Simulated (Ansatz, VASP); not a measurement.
# One calculation of Ag, two programs

File INCAR:

```
SYSTEM = Ag
PREC = Accurate
ENCUT = 520
EDIFF = 1E-6
ISMEAR = -1
SIGMA = 0.05
LREAL = .False.
LASPH = .True.
NELM = 80
ALGO = Normal
ISIF = 2
LWAVE = .False.
LCHARG = .False.
GGA = PE
NBANDS = 12
```

File KPOINTS:

```
Automatic mesh
0
Gamma
  16 16 16
  0 0 0
```

File POSCAR:

```
Ag
1.0
   -1.3282821372      1.3282821372      1.3282821372
    1.3282821372     -1.3282821372      1.3282821372
    1.3282821372      1.3282821372     -1.3282821372
Ag
1
Direct
    0.0000000000      0.0000000000      0.0000000000
```

Input for Ansatz:

```yaml
crystal:
  lattice:
    - [-1.3282821372, 1.3282821372, 1.3282821372]
    - [1.3282821372, -1.3282821372, 1.3282821372]
    - [1.3282821372, 1.3282821372, -1.3282821372]
  atoms:
    - { symbol: Ag, position: [0.0, 0.0, 0.0] }
kpoints:
  mp_grid: { grid: [16, 16, 16] }
scf:
  occupations: { method: fermi_dirac, width: 0.05 }
hamiltonian:
  xc: pbe
  pseudopotentials: { kind: all_electron, lapw: { basis_error: 0.001 } }
output:
  forces: true
  stress: true
  eigenvalues: true
  populations: true
```

Change from the starting cell: volume scaled by 0.52, LAPW.

Alike in both runs: task single point; functional PBE; k mesh 16 × 16 × 16; occupations fermi-dirac, width 0.05 eV; no spin polarisation.

|  | VASP | Ansatz |
| --- | --- | --- |
| version | VASP 6.6.1 | Ansatz 0.2.0 |
| potentials or method | VASP PAW PBE potentials, release 64 (Ag) | all-electron LAPW, scalar-relativistic |
| plane-wave cutoff (eV) | 520 | see its input |

Ansatz gave:

```
pressure (GPa) : 354.9
```

Problem. Which values does VASP return?

Solution. Pressure (GPa): 353.8.

Ansatz ran all-electron here, so the differences hold the error of VASP's frozen core and of both bases.

Caveats: the cell as given lies far from equilibrium; so large a pressure means that the cell lies far from this level's equilibrium, or that cutoff or potentials fall short (VASP).
